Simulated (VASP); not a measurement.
# TiO (Pm-3m) in VASP: further runs

Runs on TiO. Level: LDA+U. Tasks: single point.

Program: VASP 6.6.1. These are calculated values, not measurements. Logs are shortened: lines on timing, memory, paths and dates and some standing lists are left out, and cuts for length are marked.

## 1. Starting point

Symmetry: Pm-3m, No. 221, cubic system. Conventional cell: a = 2.708 Å, b = 2.708 Å, c = 2.708 Å, α = 90.00°, β = 90.00°, γ = 90.00°. Ti (site symmetry m-3m) is surrounded by 8 O at 2.35 Å. O (site symmetry m-3m) has 8 Ti at 2.35 Å as nearest neighbours.

The cell comes from a database or a generator and needn't be the stable form of this composition.

## 2. Single point, LDA+U, collinear spin, antiferromagnetic start

INCAR

```
SYSTEM = TiO
ALGO = Fast
EDIFF = 1E-6
ENCUT = 520
ISIF = 2
ISMEAR = 0
ISPIN = 2
LASPH = .TRUE.
LCHARG = .FALSE.
LDAU = .TRUE.
LDAUJ = 0 0
LDAUL = 2 -1
LDAUPRINT = 1
LDAUTYPE = 2
LDAUU = 2 0
LMAXMIX = 4
LORBIT = 11
LREAL = .FALSE.
LWAVE = .FALSE.
MAGMOM = 1 -1 0 0
NBANDS = 30
NELM = 80
PREC = Accurate
SIGMA = 0.05
```

KPOINTS

```
k-points
0
G
  7 7 4
  0 0 0
```

POSCAR

```
TiO
1.0
    2.7083400800      0.0000000000      0.0000000000
    0.0000000000      2.7083400800      0.0000000000
    0.0000000000      0.0000000000      5.4166801600
Ti O
2 2
Direct
    0.0000000000      0.0000000000      0.0000000000
    0.0000000000      0.0000000000      0.5000000000
    0.5000000000      0.5000000000      0.2500000000
    0.5000000000      0.5000000000      0.7500000000
```

Potentials or basis: VASP PAW LDA potentials, release 64 (Ti_sv, O).

Started as:

```sh
$ cat potpaw_LDA.64/Ti_sv/POTCAR potpaw_LDA.64/O/POTCAR > POTCAR
$ mpirun -np 1 vasp_std > vasp.out
```

OUTCAR:

```text
SYSTEM = TiO
   EDIFF = 1E-6
   ENCUT = 520
   ISIF = 2
   ISMEAR = 0
   ISPIN = 2
   LASPH = .TRUE.
   LORBIT = 11
   LREAL = .FALSE.
   NELM = 80
   PREC = Accurate

 ion  position               nearest neighbor table
   1  0.000  0.000  0.000-   3 2.35   4 2.35   3 2.35   4 2.35   3 2.35   4 2.35   3 2.35   4 2.35
                             2 2.71   2 2.71
   2  0.000  0.000  0.500-   3 2.35   4 2.35   3 2.35   4 2.35   3 2.35   4 2.35   3 2.35   4 2.35
                             1 2.71   1 2.71
   3  0.500  0.500  0.250-   1 2.35   2 2.35   1 2.35   2 2.35   1 2.35   2 2.35   1 2.35   2 2.35

   4  0.500  0.500  0.750-   1 2.35   2 2.35   1 2.35   2 2.35   1 2.35   2 2.35   1 2.35   2 2.35

  LATTYP: Found a simple tetragonal cell.
 ALAT       =     2.7083400800
 C/A-ratio  =     2.0000000000

  Lattice vectors:

 A1 = (   2.7083400800,   0.0000000000,   0.0000000000)
 A2 = (   0.0000000000,   2.7083400800,   0.0000000000)
 A3 = (   0.0000000000,   0.0000000000,   5.4166801600)

Analysis of symmetry for initial positions (statically):
=====================================================================
 Subroutine PRICEL returns following result:

  LATTYP: Found a simple cubic cell.
 ALAT       =     2.7083400800
[... 12 lines left out ...]
 Subroutine GETGRP returns: Found 16 space group operations
 (whereof 16 operations were pure point group operations)
 out of a pool of 16 trial point group operations.

The static configuration has the point symmetry D_4h.

Analysis of symmetry for dynamics (positions and initial velocities):
=====================================================================
 Subroutine PRICEL returns following result:

  LATTYP: Found a simple cubic cell.
 ALAT       =     2.7083400800
[... 12 lines left out ...]
 Subroutine GETGRP returns: Found 16 space group operations
 (whereof 16 operations were pure point group operations)
 out of a pool of 16 trial point group operations.

The dynamic configuration has the point symmetry D_4h.

Analysis of structural, dynamic, and magnetic symmetry:
=====================================================================
 Subroutine PRICEL returns following result:

  LATTYP: Found a simple cubic cell.
[... 222 lines left out ...]
  o =  0.0755  v =  0.0000  0.0000  0.0000  0.0000  0.0000  1.0000  0.0000  0.0000  0.0000  0.0000      0.0000  0.0000  0.0000  0.0000  0.0000  0.0000  0.0000  0.0000  0.0000  0.0000
  o =  0.3539  v =  0.0000 -0.0000 -1.0000  0.0000 -0.0000  0.0000  0.0000  0.0000  0.0000  0.0000      0.0000  0.0000  0.0000  0.0000  0.0000  0.0000  0.0000  0.0000  0.0000  0.0000
  o =  0.3926  v =  0.0000  0.0000  0.0000  0.0000  0.0000  0.0000 -0.0000  0.0000 -0.0000 -1.0000      0.0000  0.0000  0.0000  0.0000  0.0000  0.0000  0.0000  0.0000  0.0000  0.0000
  o =  0.4000  v =  0.0000 -0.0000  0.0000  0.0000 -1.0000  0.0000  0.0000  0.0000  0.0000  0.0000      0.0000  0.0000  0.0000  0.0000  0.0000  0.0000  0.0000  0.0000  0.0000  0.0000
  o =  0.4876  v =  0.0000  0.0000  0.0000  0.0000  0.0000  0.0000  0.0000 -1.0000 -0.0000  0.0000      0.0000  0.0000  0.0000  0.0000  0.0000  0.0000  0.0000  0.0000  0.0000  0.0000

 number of electron      36.0000004 magnetization       0.0000000

 Free energy of the ion-electron system (eV)
  ---------------------------------------------------
  ext. energy  EPLUGINS =         0.00000000
  ---------------------------------------------------
  free energy    TOTEN  =       -34.10708589 eV

  energy without entropy =      -34.10289222  energy(sigma->0) =      -34.10498905

 E-fermi :  11.2469     XC(G=0): -13.1999

 val. band max:       11.2153165966   @ k =   0.2857   0.0000   0.2500
 cond. band min:      11.2581967075   @ k =   0.2857   0.1429   0.2500
 fundamental gap:      0.0428801109
 Fermi energy:        11.2468593488

 spin component 1

 k-point     1 :       0.0000    0.0000    0.0000
  band No.  band energies     occupation
      1     -46.4470      1.00000
      2     -46.2910      1.00000
      3     -23.4717      1.00000
      4     -22.7327      1.00000
      5     -22.7327      1.00000
      6     -22.6457      1.00000
[... 1577 lines left out ...]
     29      21.1705      0.00000
     30      21.2128      0.00000

 [... further k-points ...]

------------------------ aborting loop because EDIFF is reached ----------------------------------------

  FORCE on cell =-STRESS in cart. coord.  units (eV):
  Direction    XX          YY          ZZ          XY          YZ          ZX
  --------------------------------------------------------------------------------------
  -------------------------------------------------------------------------------------
  Total       -5.8010620     -5.8010620     -5.8168707      0.0000000      0.0000000      0.0000000
  in kB     -233.9260033   -233.9260033   -234.5634858      0.0000000      0.0000000      0.0000000
  external PRESSURE =    -234.1384975 kB  Pullay stress =       0.0000000 kB

 VOLUME and BASIS-vectors are now :
 -----------------------------------------------------------------------------
  energy-cutoff  :      520.00
  volume of cell :       39.73
      direct lattice vectors                 reciprocal lattice vectors
     2.708340080  0.000000000  0.000000000     0.369229849  0.000000000  0.000000000
     0.000000000  2.708340080  0.000000000     0.000000000  0.369229849  0.000000000
     0.000000000  0.000000000  5.416680160     0.000000000  0.000000000  0.184614925

 POSITION                                       TOTAL-FORCE (eV/Angst)
 -----------------------------------------------------------------------------------
      0.00000      0.00000      0.00000         0.000000      0.000000      0.000000
      0.00000      0.00000      2.70834         0.000000      0.000000      0.000000
      1.35417      1.35417      1.35417        -0.000000     -0.000000      0.000000
      1.35417      1.35417      4.06251        -0.000000     -0.000000      0.000000
 -----------------------------------------------------------------------------------
    total drift:                               -0.000000      0.000000      0.000000

  FREE ENERGIE OF THE ION-ELECTRON SYSTEM (eV)
  ---------------------------------------------------
  free  energy   TOTEN  =       -34.1070858906 eV

  energy  without entropy=      -34.1028922167  energy(sigma->0) =      -34.10498905

 total charge

# of ion       s       p       d       tot
------------------------------------------
    1        2.144   6.100   2.051  10.295
    2        2.144   6.100   2.051  10.295
    3        1.536   3.423   0.000   4.959
    4        1.536   3.423   0.000   4.959
--------------------------------------------------
tot          7.360  19.046   4.102  30.508

 magnetization (x)

# of ion       s       p       d       tot
------------------------------------------
    1        0.001  -0.001   0.130   0.130
    2       -0.001   0.001  -0.130  -0.130
    3        0.000   0.000   0.000   0.000
    4        0.000   0.000   0.000   0.000
--------------------------------------------------
tot          0.000   0.000   0.000   0.000
```

Wall time 51 s (1 thread of Intel Xeon Platinum 8488C (Sapphire Rapids), shared host); peak memory 0.16 GiB.

Results:

```yaml
Free_energy: -34.1071 eV
Pressure: -23.4 GPa
Band_gap_on_the_k_mesh: none (metal or under the smearing width)
Net_moment: 0.00 μB per cell
Site_moments: Ti +0.13, -0.13; O +0.00 μB
Valence_electrons_inside_the_program's_atomic_spheres: Ti 10.29; O 4.96
```

Eigenvalues of the final occupation matrices:
```csv
site,spin,trace,eigenvalues
site 1 d,1,1.10,0.07 0.07 0.08 0.39 0.49
site 1 d,2,0.97,0.07 0.07 0.07 0.35 0.40
site 2 d,1,0.97,0.07 0.07 0.07 0.35 0.40
site 2 d,2,1.10,0.07 0.07 0.08 0.39 0.49
```

The state reached can hang on the start; a lower one may exist.

## 3. Single point, LDA+U, collinear spin, ferrimagnetic start

INCAR

```
  PREC = Accurate
  ENCUT = 520
  EDIFF = 1E-6
  ISMEAR = 0
  SIGMA = 0.05
  LREAL = F
  LASPH = T
  NELM = 80
  ALGO = Normal
  ISIF = 2
  LWAVE = F
  LCHARG = F
  ISPIN = 2
  MAGMOM = 1 -0.5 0 0
  LORBIT = 11
  LMAXMIX = 4
  LDAU = T
  LDAUTYPE = 2
  LDAUL = 2 -1
  LDAUU = 2 0
  LDAUJ = 0 0
  LDAUPRINT = 1
  NBANDS = 30
```

KPOINTS

```
regular mesh
0
Gamma
  7 7 4
```

POSCAR is that of step 2.

Potentials or basis: VASP PAW LDA potentials, release 64 (Ti_sv, O).

Started as:

```sh
$ cat potpaw_LDA.64/Ti_sv/POTCAR potpaw_LDA.64/O/POTCAR > POTCAR
$ mpirun -np 1 vasp_std > vasp.out
```

Run time: 39 s. Hardware: 1 thread of Intel Xeon Platinum 8488C (Sapphire Rapids), shared host; peak memory 0.16 GiB.

It converged, with:

```yaml
Free_energy: -34.1077 eV
Pressure: -23.4 GPa
Band_gap_on_the_k_mesh: none (metal or under the smearing width)
Net_moment: 0.14 μB per cell
Site_moments: Ti +0.18, -0.07; O +0.01 μB
Valence_electrons_inside_the_program's_atomic_spheres: Ti 10.30, 10.29; O 4.96
```

Levels at points of the mesh, in eV from the Fermi level:
Spin up:
| k point | band 15 | band 16 | band 17 | band 18 | band 19 | band 20 | band 21 | band 22 |
| --- | --- | --- | --- | --- | --- | --- | --- | --- |
| (0.00, 0.00, 0.00) | -4.65 | -4.65 | -3.04 | -2.99 | -2.21 | 1.10 | 1.64 | 2.43 |
| (0.00, 0.00, 0.50) | -4.93 | -4.93 | -2.67 | -2.64 | -0.82 | -0.49 | 2.52 | 2.55 |
Spin down:
```csv
k point,band 15,band 16,band 17,band 18,band 19,band 20,band 21,band 22
"(0.00, 0.00, 0.00)",-4.64,-4.64,-2.95,-2.91,-2.06,1.13,1.69,2.46
"(0.00, 0.00, 0.50)",-4.92,-4.92,-2.54,-2.48,-0.79,-0.43,2.53,2.57
```

Eigenvalues of the final occupation matrices:
```csv
site,spin,trace,eigenvalues
site 1 d,1,1.13,0.07 0.07 0.08 0.42 0.49
site 1 d,2,0.95,0.07 0.07 0.07 0.35 0.38
site 2 d,1,1.00,0.07 0.07 0.07 0.36 0.42
site 2 d,2,1.07,0.07 0.07 0.08 0.37 0.48
```

The state reached can hang on the start; a lower one may exist.

## 4. Single point, LDA+U, collinear spin, random start

This run uses another cell than the first one: it holds 2 atoms, not 4.

INCAR

```
PREC = Accurate ; ENCUT = 520
EDIFF = 1E-6 ; ISMEAR = 0
SIGMA = 0.05 ; LREAL = False
LASPH = True ; NELM = 80
ALGO = Normal ; ISIF = 2
LWAVE = False ; LCHARG = True
ISPIN = 2 ; MAGMOM = 1.19 0
LORBIT = 11 ; LMAXMIX = 4
LDAU = True ; LDAUTYPE = 2
LDAUL = 2 -1 ; LDAUU = 2 0
LDAUJ = 0 0 ; LDAUPRINT = 1
GGA = CA ; LELF = True
LVHAR = True ; NBANDS = 20
```

KPOINTS

```
regular mesh
0
Gamma
  7 7 7
```

POSCAR

```
TiO
1.0
    2.7083400800      0.0000000000      0.0000000000
    0.0000000000      2.7083400800      0.0000000000
    0.0000000000      0.0000000000      2.7083400800
Ti O
1 1
Direct
    0.0000000000      0.0000000000      0.0000000000
    0.5000000000      0.5000000000      0.5000000000
```

Potentials or basis: VASP PAW LDA potentials, release 64 (Ti_sv, O).

Started as:

```sh
$ cat potpaw_LDA.64/Ti_sv/POTCAR potpaw_LDA.64/O/POTCAR > POTCAR
$ mpirun -np 1 vasp_std > vasp.out
```

OUTCAR:

```text
PREC = Accurate
   ENCUT = 520
   EDIFF = 1E-6
   ISMEAR = 0
   LREAL = False
   LASPH = True
   NELM = 80
   ISIF = 2
   ISPIN = 2
   LORBIT = 11
   GGA = CA

 ion  position               nearest neighbor table
   1  0.000  0.000  0.000-   2 2.35   2 2.35   2 2.35   2 2.35   2 2.35   2 2.35   2 2.35   2 2.35

   2  0.500  0.500  0.500-   1 2.35   1 2.35   1 2.35   1 2.35   1 2.35   1 2.35   1 2.35   1 2.35

  LATTYP: Found a simple cubic cell.
 ALAT       =     2.7083400800

  Lattice vectors:

 A1 = (   2.7083400800,   0.0000000000,   0.0000000000)
 A2 = (   0.0000000000,   2.7083400800,   0.0000000000)
[... 1177 lines left out ...]

 VOLUME and BASIS-vectors are now :
 -----------------------------------------------------------------------------
  energy-cutoff  :      520.00
  volume of cell :       19.87
      direct lattice vectors                 reciprocal lattice vectors
     2.708340080  0.000000000  0.000000000     0.369229849  0.000000000  0.000000000
     0.000000000  2.708340080  0.000000000     0.000000000  0.369229849  0.000000000
     0.000000000  0.000000000  2.708340080     0.000000000  0.000000000  0.369229849

 POSITION                                       TOTAL-FORCE (eV/Angst)
 -----------------------------------------------------------------------------------
      0.00000      0.00000      0.00000         0.000000      0.000000      0.000000
      1.35417      1.35417      1.35417         0.000000      0.000000      0.000000
 -----------------------------------------------------------------------------------
    total drift:                                0.000000      0.000000      0.000000

  FREE ENERGIE OF THE ION-ELECTRON SYSTEM (eV)
  ---------------------------------------------------
  free  energy   TOTEN  =       -17.0495489112 eV

  energy  without entropy=      -17.0477562409  energy(sigma->0) =      -17.04865258

 total charge

# of ion       s       p       d       tot
------------------------------------------
    1        2.144   6.099   2.051  10.295
    2        1.537   3.422   0.000   4.959
--------------------------------------------------
tot          3.681   9.522   2.051  15.254

 magnetization (x)

# of ion       s       p       d       tot
------------------------------------------
    1       -0.000   0.003   0.136   0.139
    2        0.001   0.011   0.000   0.012
--------------------------------------------------
tot          0.001   0.014   0.136   0.151
```

OSZICAR:

```text
N       E                     dE             d eps       ncg     rms          rms(c)
DAV:   1     0.158349435419E+03    0.15835E+03   -0.83906E+03  1608   0.107E+03
DAV:   2    -0.102099321019E+02   -0.16856E+03   -0.15764E+03  1664   0.312E+02
DAV:   3    -0.191428952904E+02   -0.89330E+01   -0.88268E+01  1880   0.741E+01
DAV:   4    -0.192994098069E+02   -0.15651E+00   -0.15633E+00  1816   0.920E+00
DAV:   5    -0.193018799143E+02   -0.24701E-02   -0.24700E-02  1804   0.107E+00    0.133E+01
DAV:   6    -0.171505865746E+02    0.21513E+01   -0.50458E+00  2024   0.279E+01    0.522E+00
DAV:   7    -0.170453450035E+02    0.10524E+00   -0.45828E-01  1760   0.660E+00    0.275E+00
DAV:   8    -0.170502923657E+02   -0.49474E-02   -0.14764E-01  2076   0.350E+00    0.108E+00
DAV:   9    -0.170477646500E+02    0.25277E-02   -0.15901E-02  1780   0.161E+00    0.475E-01
DAV:  10    -0.170491430696E+02   -0.13784E-02   -0.25805E-03  1840   0.620E-01    0.237E-01
DAV:  11    -0.170496345877E+02   -0.49152E-03   -0.94507E-04  2288   0.340E-01    0.780E-02
DAV:  12    -0.170495557859E+02    0.78802E-04   -0.11615E-04  1828   0.126E-01    0.423E-02
DAV:  13    -0.170495536983E+02    0.20876E-05   -0.13591E-05  1792   0.308E-02    0.212E-02
DAV:  14    -0.170495488299E+02    0.48685E-05   -0.53523E-06  1976   0.241E-02    0.498E-03
DAV:  15    -0.170495489112E+02   -0.81382E-07   -0.47269E-07  1136   0.544E-03
   1 F= -.17049549E+02 E0= -.17048653E+02  d E =-.179267E-02  mag=     0.1701
```

stdout:

```text
POSCAR found type information on POSCAR TiO
 POSCAR found :  2 types and       2 ions
 scaLAPACK will be used
 LDA part: xc-table for (Slater(with rela. corr.)+CA(PZ))
 , standard interpolation
 POSCAR, INCAR and KPOINTS ok, starting setup
 FFT: planning ... GRIDC
 FFT: planning ... GRID_SOFT
 FFT: planning ... GRID
 WAVECAR not read
 entering main loop
```

Run time: 11 s. Hardware: 1 thread of Intel Xeon Platinum 8488C (Sapphire Rapids), shared host; peak memory 0.12 GiB.

Results:

```
Free energy                                           : -17.0495 eV
Pressure                                              : -23.4 GPa
Band gap on the k mesh                                : none (metal or under the smearing width)
Net moment                                            : 0.17 μB per cell
Site moments                                          : Ti +0.14; O +0.01 μB
Valence electrons inside the program's atomic spheres : Ti 10.29; O 4.96
```

Levels at points of the mesh, in eV from the Fermi level:
Spin up:
```csv
k point,band 7,band 8,band 9,band 10,band 11,band 12
"(0.00, 0.00, 0.00)",-4.74,-4.74,-3.17,-3.17,1.00,2.34
```
Spin down:
```tsv
k point	band 7	band 8	band 9	band 10	band 11	band 12
(0.00, 0.00, 0.00)	-4.71	-4.71	-2.94	-2.94	1.07	2.44
```

Eigenvalues of the final occupation matrices:
| site | spin | trace | eigenvalues |
| --- | --- | --- | --- |
| site 1 d | 1 | 1.11 | 0.08 0.08 0.08 0.44 0.44 |
| site 1 d | 2 | 0.97 | 0.07 0.07 0.07 0.38 0.38 |

The state reached can hang on the start; a lower one may exist.

## 5. Single point, LDA+U, collinear spin, ferromagnetic start

This run uses another cell than the first one: it holds 2 atoms, not 4.

INCAR

```
  PREC = Accurate
  ENCUT = 520
  EDIFF = 1E-6
  ISMEAR = 0
  SIGMA = 0.05
  LREAL = False
  LASPH = True
  NELM = 100
  ALGO = Normal
  ISIF = 2
  LWAVE = False
  LCHARG = True
  ISPIN = 2
  MAGMOM = 1 0
  LORBIT = 11
  NUPDOWN = 3
  LMAXMIX = 4
  LDAU = True
  LDAUTYPE = 2
  LDAUL = 2 -1
  LDAUU = 2 0
  LDAUJ = 0 0
  LDAUPRINT = 1
  GGA = CA
  LELF = True
  LVHAR = True
  NBANDS = 20
```

KPOINTS

```
Automatic mesh
0
Gamma
  7 7 7
```

POSCAR is that of step 4.

Started as:

```sh
$ cat potpaw_LDA.64/Ti_sv/POTCAR potpaw_LDA.64/O/POTCAR > POTCAR
$ mpirun -np 1 vasp_std > vasp.out
```

Wall time 11 s (1 thread of Intel Xeon Platinum 8488C (Sapphire Rapids), shared host); peak memory 0.12 GiB.

The run converged. Its results:

```yaml
Free_energy: -13.1403 eV
Pressure: 19.9 GPa
Net_moment: 3.00 μB per cell
Site_moments: Ti +2.07; O +0.45 μB
Valence_electrons_inside_the_program's_atomic_spheres: Ti 10.50; O 4.89
```

Eigenvalues of the final occupation matrices:
```csv
site,spin,trace,eigenvalues
site 1 d,1,2.15,0.30 0.30 0.30 0.63 0.63
site 1 d,2,0.15,0.01 0.01 0.04 0.04 0.04
```

Caveat: the moment is held away from its start; the total moment is fixed, so each spin has its own Fermi level. The state reached can hang on the start; a lower one may exist.

## 6. The runs side by side

```csv
spin,fixed moment (μB),k mesh,supercell matrix,gap on the mesh (eV),pressure (GPa),moment (μB)
"collinear, antiferromagnetic start",-,7 × 7 × 4,"[1, 0, 0, 0, 1, 0, 0, 0, 2]",none,-23.4,0.00
"collinear, ferrimagnetic start",-,7 × 7 × 4,"[1, 0, 0, 0, 1, 0, 0, 0, 2]",none,-23.4,0.14
"collinear, random start",-,7 × 7 × 7,-,none,-23.4,0.17
"collinear, ferromagnetic start",3,7 × 7 × 7,-,-,19.9,3.00
```

Alike in all rows: task single point; level LDA+U; potentials or basis VASP PAW LDA potentials, release 64 (Ti_sv, O); Ti d U = 2 eV; cell as given; cutoff (eV) 520; smearing gaussian 0.05 eV.

Every run on the cell as given and a fine mesh finds a metal.

Caveats: the moment is held away from its start (some runs); the total moment is fixed, so each spin has its own Fermi level (some runs).

Absolute energies hang on the potentials; compare differences alone.
